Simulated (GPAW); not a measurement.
# PbSe (Clausthalite) (Fm-3m) in GPAW: equation of state with BLYP

Aim: the equation of state of PbSe (Clausthalite) with BLYP.

Program: GPAW 26.7.0. These are calculated values, not measurements. Logs are shortened: lines on timing, memory, paths and dates and some standing lists are left out, and cuts for length are marked. The log counts tension as positive stress, the text compression.

## Step 1: The crystal as given

Symmetry: Fm-3m, No. 225, cubic system. Conventional cell: a = 6.121 Å, b = 6.121 Å, c = 6.121 Å, α = 90.00°, β = 90.00°, γ = 90.00°. Pb (site symmetry m-3m) has 6 Se at 3.06 Å as nearest neighbours. Se (site symmetry m-3m) is surrounded by 6 Pb at 3.06 Å.

## Step 2: Equation of state, BLYP

File run.py:

```python
from ase import Atoms
from ase.eos import EquationOfState
from ase.io import Trajectory
from ase.units import GPa
from gpaw import GPAW, PW, setup_paths

setup_paths.insert(0, '.')

atoms = Atoms(['Pb', 'Se'],
              cell=[[0.0, 3.06065, 3.06065],
                    [3.06065, 0.0, 3.06065],
                    [3.06065, 3.06065, 0.0]],
              scaled_positions=[[0.0, 0.0, 0.0],
                                [0.5, 0.5, 0.5]],
              pbc=True)

traj = Trajectory('eos.traj', 'w')
volumes, energies = [], []
for x in [0.94, 0.96, 0.98, 1.0, 1.02, 1.04, 1.06]:
    a = atoms.copy()
    a.set_cell(atoms.cell * x**(1 / 3), scale_atoms=True)
    calc = GPAW(mode=PW(600),
                xc='BLYP',
                kpts={'size': (6, 6, 6), 'gamma': True},
                occupations={'name': 'fermi-dirac', 'width': 0.05},
                nbands=19,
                convergence={'density': 1e-05, 'energy': 1e-05},
                eigensolver='davidson',
                maxiter=150,
                txt=f'eos-{x:.2f}.txt')
    a.calc = calc
    energies.append(a.get_potential_energy(force_consistent=True))
    volumes.append(a.get_volume())
    p = -a.get_stress()[:3].mean() / GPa
    calc.write(f'eos-{x:.2f}.gpw')
    traj.write(a)
    print(f'{x:.2f} {volumes[-1]:10.4f} A^3 {energies[-1]:14.6f} eV {p:9.3f} GPa', flush=True)

v0, e0, B = EquationOfState(volumes, energies, eos='birchmurnaghan').fit()
print(f'V0 = {v0:.4f} A^3, E0 = {e0:.6f} eV, B0 = {B / GPa:.2f} GPa')
```

Potentials or basis: PAW data sets generated in the run's folder for this functional, pw.

On the command line:

```sh
$ gpaw-setup -f BLYP Pb Se
$ OMP_NUM_THREADS=1 python run.py
```

What it wrote:

```text
__  _  _
 | _ |_)|_||  |
 |__||  | ||/\| - 26.7.0

Input parameters:
  mode=PW(ecut=600.0),
  convergence={'density': 1e-05, 'energy': 1e-05},
  eigensolver=Davidson(niter=2),
  kpts=MonkhorstPack(size=(6, 6, 6), gamma=True),
  maxiter=150,
  nbands=19,
  occupations=Occupations(name='fermi-dirac', width=0.05),
  xc=XC(name='BLYP')

Diagonalizing LCAO Hamiltonian
Converting LCAO to pw mode

                Se

       Pb

Atoms  # Å, Bohr magnetons
|   | symbol |        x |        y |        z |    initial magnetic moments |
|---|--------|----------|----------|----------|-----------------------------|
| 0 |     Pb | 0.000000 | 0.000000 | 0.000000 | ( 0.0000,  0.0000,  0.0000) |
| 1 |     Se | 3.019285 | 3.019285 | 3.019285 | ( 0.0000,  0.0000,  0.0000) |

Unit cell  # Å
| periodic |        x |        y |        z |  lengths |    angles |
|----------|----------|----------|----------|----------|-----------|
|      yes | 0.000000 | 3.019285 | 3.019285 | 4.269914 | 60.000000 |
|      yes | 3.019285 | 0.000000 | 3.019285 | 4.269914 | 60.000000 |
|      yes | 3.019285 | 3.019285 | 0.000000 | 4.269914 | 60.000000 |

Number of symmetries: 48
Symmetry operations  # r_c * U_cc + t_c -> r_c
|    | kind |            matrix            |
|----|------|------------------------------|
|  0 |  σ   |  1, 0, 0,  1, 0,-1,  1,-1, 0 |
|  1 |  C2  |  1, 0, 0,  1,-1, 0,  1, 0,-1 |
|  2 |  E   |  1, 0, 0,  0, 1, 0,  0, 0, 1 |
|  3 |  σ   |  1, 0, 0,  0, 0, 1,  0, 1, 0 |
|  4 |  C4  |  1, 0,-1,  1, 0, 0,  1,-1, 0 |
|  5 |  S6  |  1, 0,-1,  1,-1, 0,  1, 0, 0 |
|  6 |  σ   |  1, 0,-1,  0, 1,-1,  0, 0,-1 |
|  7 |  C3  |  1, 0,-1,  0, 0,-1,  0, 1,-1 |
|  8 |  S6  |  1,-1, 0,  1, 0, 0,  1, 0,-1 |
|  9 |  C4  |  1,-1, 0,  1, 0,-1,  1, 0, 0 |
| 10 |  C3  |  1,-1, 0,  0,-1, 1,  0,-1, 0 |
| 11 |  σ   |  1,-1, 0,  0,-1, 0,  0,-1, 1 |
| 12 |  σ   |  0, 1, 0,  1, 0, 0,  0, 0, 1 |
| 13 |  C4  |  0, 1, 0,  0, 1,-1, -1, 1, 0 |
| 14 |  C3  |  0, 1, 0,  0, 0, 1,  1, 0, 0 |
| 15 |  S6  |  0, 1, 0, -1, 1, 0,  0, 1,-1 |
| 16 |  C2  |  0, 1,-1,  1, 0,-1,  0, 0,-1 |
| 17 |  σ   |  0, 1,-1,  0, 1, 0, -1, 1, 0 |
| 18 |  S4  |  0, 1,-1,  0, 0,-1,  1, 0,-1 |
| 19 |  C4  |  0, 1,-1, -1, 1, 0,  0, 1, 0 |
| 20 |  C3  |  0, 0, 1,  1, 0, 0,  0, 1, 0 |
| 21 |  σ   |  0, 0, 1,  0, 1, 0,  1, 0, 0 |
| 22 |  S6  |  0, 0, 1,  0,-1, 1, -1, 0, 1 |
| 23 |  C4  |  0, 0, 1, -1, 0, 1,  0,-1, 1 |
| 24 |  S4  |  0, 0,-1,  1, 0,-1,  0, 1,-1 |
| 25 |  C3  |  0, 0,-1,  0, 1,-1,  1, 0,-1 |
| 26 |  C2  |  0, 0,-1,  0,-1, 0, -1, 0, 0 |
| 27 |  S6  |  0, 0,-1, -1, 0, 0,  0,-1, 0 |
| 28 |  S4  |  0,-1, 1,  1,-1, 0,  0,-1, 0 |
| 29 |  C4  |  0,-1, 1,  0, 0, 1, -1, 0, 1 |
| 30 |  C2  |  0,-1, 1,  0,-1, 0,  1,-1, 0 |
| 31 |  σ   |  0,-1, 1, -1, 0, 1,  0, 0, 1 |
| 32 |  C3  |  0,-1, 0,  1,-1, 0,  0,-1, 1 |
| 33 |  S6  |  0,-1, 0,  0, 0,-1, -1, 0, 0 |
| 34 |  S4  |  0,-1, 0,  0,-1, 1,  1,-1, 0 |
| 35 |  C2  |  0,-1, 0, -1, 0, 0,  0, 0,-1 |
| 36 |  C2  | -1, 1, 0,  0, 1, 0,  0, 1,-1 |
| 37 |  S6  | -1, 1, 0,  0, 1,-1,  0, 1, 0 |
| 38 |  S4  | -1, 1, 0, -1, 0, 1, -1, 0, 0 |
| 39 |  C3  | -1, 1, 0, -1, 0, 0, -1, 0, 1 |
| 40 |  S6  | -1, 0, 1,  0, 0, 1,  0,-1, 1 |
| 41 |  C2  | -1, 0, 1,  0,-1, 1,  0, 0, 1 |
| 42 |  C3  | -1, 0, 1, -1, 1, 0, -1, 0, 0 |
| 43 |  S4  | -1, 0, 1, -1, 0, 0, -1, 1, 0 |
| 44 |  C2  | -1, 0, 0,  0, 0,-1,  0,-1, 0 |
| 45 |  i   | -1, 0, 0,  0,-1, 0,  0, 0,-1 |
| 46 |  σ   | -1, 0, 0, -1, 1, 0, -1, 0, 1 |
| 47 |  C2  | -1, 0, 0, -1, 0, 1, -1, 1, 0 |

BZ-sampling:
  Number of BZ points: 216
  Number of IBZ points: 16

  Monkhorst-Pack size: [6, 6, 6]
  Monkhorst-Pack shift: [0.08333333333333333, 0.08333333333333333, 0.08333333333333333]

K-points  # in reciprocal-cell coordinates
|     |                                coordinates |     weight |
|-----|--------------------------------------------|------------|
|   0 | (  0.00000000,   0.00000000,   0.00000000) | 0.00462963 |
|   1 | (  0.16666667,   0.16666667,   0.00000000) | 0.02777778 |
|   2 | (  0.16666667,   0.16666667,   0.16666667) | 0.03703704 |
|   3 | (  0.33333333,   0.16666667,   0.16666667) | 0.05555556 |
|   4 | (  0.33333333,   0.33333333,  -0.33333333) | 0.05555556 |
|   5 | (  0.33333333,   0.33333333,   0.00000000) | 0.02777778 |
|   6 | (  0.33333333,   0.33333333,   0.16666667) | 0.11111111 |
|   7 | (  0.33333333,   0.33333333,   0.33333333) | 0.03703704 |
|   8 | (  0.50000000,   0.33333333,  -0.33333333) | 0.11111111 |
|   9 | (  0.50000000,   0.33333333,  -0.16666667) | 0.05555556 |
| ... |                                            |            |
|  15 | (  0.50000000,   0.50000000,   0.50000000) | 0.01851852 |

Plane wave coefficients: 1868
Cutoff: 600.0 eV

Spin-components: 1 (collinear spins)
Bands:           19
Projectors:      11
Spin-degeneracy: 2
Datatype:        complex128

Parallelization:
  kpt:    1
  domain: 1
  band:   1

Density:
  Valence electrons: 20.0
  Components: 1
  Grid points: [25 25 25]
  Charge: 0.0  # |e|

Potential:
  Grid points: [25 25 25]

species:
  Pb:
    name:    Lead
    Z:       82.0
    valence: 14
    core:    68
    charge:  0.0  # [|e|]
    compensation charges:
      type: gauss
      rc: 0.38  # [Å]
      lmax: 2
    cutoffs:
      filter: 2.36  # [Å]
      core: 2.43  # [Å]
    projectors
    | kind |    occ | energy [eV] | rcut [Å] |
    |------|--------|-------------|----------|
    |   6s |  2.000 |     -11.882 |    1.259 |
    |   6p |  2.000 |      -3.433 |    1.275 |
    |   5d | 10.000 |     -20.985 |    1.217 |
    |    s |        |      15.329 |    1.259 |
    |    p |        |      23.778 |    1.275 |
    |    d |        |       6.227 |    1.217 |

    Using partial waves for Pb as LCAO basis

  Se:
    name:    Selenium
    Z:       34.0
    valence: 6
    core:    28
    charge:  0.0  # [|e|]
    compensation charges:
      type: gauss
      rc: 0.27  # [Å]
      lmax: 2
    cutoffs:
      filter: 1.77  # [Å]
      core: 2.67  # [Å]
    projectors
    | kind |    occ | energy [eV] | rcut [Å] |
    |------|--------|-------------|----------|
    |   4s |  2.000 |     -17.183 |    0.847 |
    |   4p |  4.000 |      -6.370 |    1.005 |
    |    s |        |      10.028 |    0.847 |
    |    p |        |      20.842 |    1.005 |
    |    d |        |       0.000 |    0.847 |

    Using partial waves for Se as LCAO basis

Reference energy: -633418.485990  # eV

eigensolver:
  Davidson
  Converge bands: occupied
  niter=2

density mixing:
  MSR1-Mixer
  Pratt-step length: 0.05
  Maximum mixing coefficient: 0.75
  Old densities: 10
  SVD Regularization: 0.005
  Good broyden scale: 1.0
  Trust region scale: 1.0
  Backstep threshold: 4.0
  History deletion threshold: 6.0
  Fourier metric: weight=20.0, sigma=0.015

occupation numbers:
  Fermi-Dirac:
    width: 0.0500  # eV

poisson solver:
  ecut: 4800.0  # eV

xc functional:
  name: BLYP with 2 nearest neighbor stencil

convergence criteria:
- Maximum integral of absolute [dens]ity change: 1e-05 electrons / valence electron
- Maximum [total energy] change in last 3 cyles: 1e-05 eV / valence electron
- Maximum integral of absolute [eigenst]ate change: 4e-08 eV^2 / valence electron
maximum number of iterations: 150

SCF iterations
|iter     | |      energy | eigst |  dens |
|---------|-|-------------|-------|-------|
|iter:   1| |   -7.448797 | -0.24 |       |
|iter:   2| |   -7.377022 | -1.59 | -1.19 |
|iter:   3| |   -7.138294 | -1.81 | -1.24 |
|iter:   4| |   -7.139428 | -3.54 | -1.87 |
|iter:   5| |   -7.140053 | -4.21 | -2.24 |
|iter:   6| |   -7.140066 | -5.16 | -3.29 |
|iter:   7| |   -7.140070c| -6.42 | -3.81 |
|iter:   8| |   -7.140071c| -6.93 | -4.21 |
|iter:   9| |   -7.140071c| -7.74c| -5.03c|

Converged in 9 steps
Energy contributions relative to reference atoms: (reference = -633418.485990)

Energy contributions:
  Kinetic:          28.866766
  Coulomb:         -27.662537
  Zero:              0.074706
  External:          0.000000
  Xc:               -8.418491
  Entropy:          -0.001032
  Spinorbit:         0.000000
  ----------------------------
  Free energy:      -7.140587
  Extrapolated:     -7.140071

dipole moment: (-25.651883, -25.651883, -25.651883)  # |e|*Ang

Fermi level: 7.235
Eigenvalues  # (at kpt = [0.000, 0.000, 0.000])
| band index |      eig [eV] | occ [0-2] |
|------------|---------------|-----------|
|          0 |        -9.867 |     2.000 |
|        ... |               |           |
|          2 |        -9.858 |     2.000 |
|          3 |        -9.858 |     2.000 |
|          4 |        -9.858 |     2.000 |
|          5 |        -6.882 |     2.000 |
|          6 |         0.742 |     2.000 |
|          7 |         5.009 |     2.000 |
[... 9 lines left out ...]
|         17 |        16.066 |     0.000 |
|         18 |        16.297 |     0.000 |

Gap: 0.244 eV
Transition (v -> c):
  (s=0, k=15, n=9, [0.50, 0.50, 0.50]) -> (s=0, k=15, n=10, [0.50, 0.50, 0.50])
No difference between direct/indirect transitions

Stress tensor  # eV/Ang^3
|         x |         y |         z |
|-----------|-----------|-----------|
| -0.052983 | -0.000000 | -0.000000 |
| -0.000000 | -0.052983 |  0.000000 |
| -0.000000 |  0.000000 | -0.052983 |

# Writing to eos-0.96.gpw (mode='')
```

stdout:

```text
0.94    53.9013 A^3      -7.073783 eV    10.107 GPa
0.96    55.0481 A^3      -7.140587 eV     8.489 GPa
0.98    56.1949 A^3      -7.196057 eV     7.014 GPa
1.00    57.3418 A^3      -7.241426 eV     5.671 GPa
1.02    58.4886 A^3      -7.277648 eV     4.454 GPa
1.04    59.6354 A^3      -7.305555 eV     3.350 GPa
1.06    60.7823 A^3      -7.325937 eV     2.349 GPa
<dir> UserWarning: The minimum volume of your fit is not in your volumes.  You may not have a minimum in your dataset!
  warnings.warn(
V0 = 64.0560 A^3, E0 = -7.348928 eV, B0 = 40.01 GPa
```

Wall time 71 s (1 thread of Arm Neoverse V1, shared host); peak memory 0.26 GiB.

Results:

```
Equilibrium volume : 32.03 Å³/atom (rough: see the caveat)
Bulk modulus       : 40 GPa (rough)
```

Energy against volume, from the lowest point:
| volume (Å³/atom) | energy (meV/atom) |
| --- | --- |
| 26.951 | 126.08 |
| 27.524 | 92.67 |
| 28.097 | 64.94 |
| 28.671 | 42.26 |
| 29.244 | 24.14 |
| 29.818 | 10.19 |
| 30.391 | 0.00 |

Caveat: the minimum lies outside the volumes run. Spin-orbit coupling is left out, which matters for the levels of Pb.
